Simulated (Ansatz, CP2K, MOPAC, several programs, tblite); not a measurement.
**Many methods on one cell: FeS2 (Pa-3)**

A 12-atom cell of FeS2 (Pa-3) from a materials database, relaxed with r2SCAN in Ansatz, was computed with several methods. Space group Pa-3 (No. 205), cubic; conventional cell a = 5.403 Å, 13.14 Å³ an atom. Fe is surrounded by 6 S at 2.26 Å; S is surrounded by 1 S at 2.15 Å and 3 Fe at 2.26 Å. The values are computed, spin-unpolarised, and not measurements.

```yaml
crystal:
  lattice:
    - [5.40301, 0.00000, 0.00000]
    - [0.00000, 5.40301, 0.00000]
    - [0.00000, 0.00000, 5.40301]
  atoms:
    - { symbol: Fe, position: [0.00000, 0.50000, 0.50000] }
    - { symbol: Fe, position: [0.50000, 0.50000, 0.00000] }
    - { symbol: Fe, position: [0.50000, 0.00000, 0.50000] }
    - { symbol: Fe, position: [0.00000, 0.00000, 0.00000] }
    - { symbol: S, position: [0.38499, 0.11501, 0.88499] }
    - { symbol: S, position: [0.11501, 0.88499, 0.38499] }
    - { symbol: S, position: [0.88499, 0.38499, 0.11501] }
    - { symbol: S, position: [0.61501, 0.61501, 0.61501] }
    - { symbol: S, position: [0.38499, 0.38499, 0.38499] }
    - { symbol: S, position: [0.11501, 0.61501, 0.88499] }
    - { symbol: S, position: [0.88499, 0.11501, 0.61501] }
    - { symbol: S, position: [0.61501, 0.88499, 0.11501] }
```

Gaps and times are for a single point on this cell; volume and bulk modulus come from each method's own relaxation or energy curve at fixed shape, which is too stiff where a cell has free coordinates or axes. Times are rough, from shared hosts (Arm Neoverse V1), and each method has its own mesh and cell size. A double dagger marks a value from a curve with shape and coordinates held. A star marks a curve whose lowest point is an end point. PM7 (MOPAC), GFN1-xTB (tblite), GFN2-xTB (tblite) treat a cluster of cells at its zone centre, which samples few k points: where these miss a band edge, the gap comes out too large for that reason alone. Gaps from k meshes are read at a limited set of points (mesh, symmetry points, PBE's band edges), so each method's own least gap may be somewhat smaller. xTB and the PM methods were fitted mostly to molecules, and can miss a solid's gap by electronvolts. Minimal bases can be far off for gaps. The open d shell was run without spin, which may not be the ground state of these methods, hybrids least of all. d marks a direct gap, i an indirect one (no mark: not told apart), a dash a value that wasn't computed or didn't pass its checks.

| method | kind | gap (eV) | own volume (Å³/atom) | bulk modulus (GPa) | atoms computed | processor time |
| --- | --- | --- | --- | --- | --- | --- |
| light PBE (260 eV and a coarse mesh) | light plane-wave | 0.60 i | – | – | 12 | 2.8 s |
| GFN1-xTB (tblite) | tight binding | 0.69 | 12.80‡ | 135‡ | 96 | 10 s |
| GFN2-xTB (tblite) | tight binding | 1.05 | – | – | 96 | 17 s |
| PBE/SZV (CP2K) | small basis | 1.42 i | 14.67*‡ | 150*‡ | 12 | 23 s |
| PBE | semilocal | 0.61 i | 13.15 | 158‡ | 12 | 25 s |
| r2SCAN | semilocal | 0.91 i | 13.14 | 159‡ | 12 | 51 s |
| PBE/DZVP (CP2K) | small basis | 0.58 i | 13.23‡ | 159‡ | 12 | 110 s |
| PM7 (MOPAC) | semi-empirical | 5.12 | – | – | 96 | 3.8 min |

Volumes against r2SCAN's: PBE 0.0 %.

Runs without a result: GLLB-SC (GPAW) (single point).
